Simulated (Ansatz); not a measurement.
## Au under changes of volume

One of the cells (16.855 Å³/atom); the others are scaled copies at fixed shape and fractional positions:

```
Au
1.0
     0.00000    2.03500    2.03500
     2.03500    0.00000    2.03500
     2.03500    2.03500    0.00000
Au
1
Direct
  0.00000 0.00000 0.00000
```

```yaml
Program: Ansatz 0.2.0
Functional: PBE0
Potentials_or_basis: Ansatz PAW
Cutoff: "420 eV (not typed: the program's choice for these potentials)"
k_mesh: 6 × 6 × 6
Occupations: fermi-dirac, width 0.05 eV
Spin: no spin polarisation
```

```tsv
volume (Å³/atom)	energy over the lowest point (meV/atom)	pressure (GPa)
15.843	120.36	23.1
16.181	77.42	17.7
16.518	45.36	12.9
16.855	22.61	8.8
17.192	8.11	5.1
17.529	?	?
17.866	0.00	-1.0
```

**Question.** What does the run at 17.529 Å³/atom give?

**Answer.** Energy over the lowest point 0.79 meV/atom; pressure 1.8 GPa.

Worked out: A Birch-Murnaghan fit of order 3 (a polynomial in V^(-2/3)) to the other rows has its minimum at 17.75 Å³/atom with B0 = V·E''(V) = 146 GPa and B' = 5.8. It gives 0.88 meV/atom at 17.529 Å³/atom, against the run's 0.79, and -dE/dV = 1.9 GPa, against 1.8.

Energies are extrapolated to zero smearing.

Caveats: all runs use coarse meshes; the PAW data sets come from PBE, with cores solved anew for the run's functional, which leaves a small shift of forces and pressure; the thresholds are loose for stress.
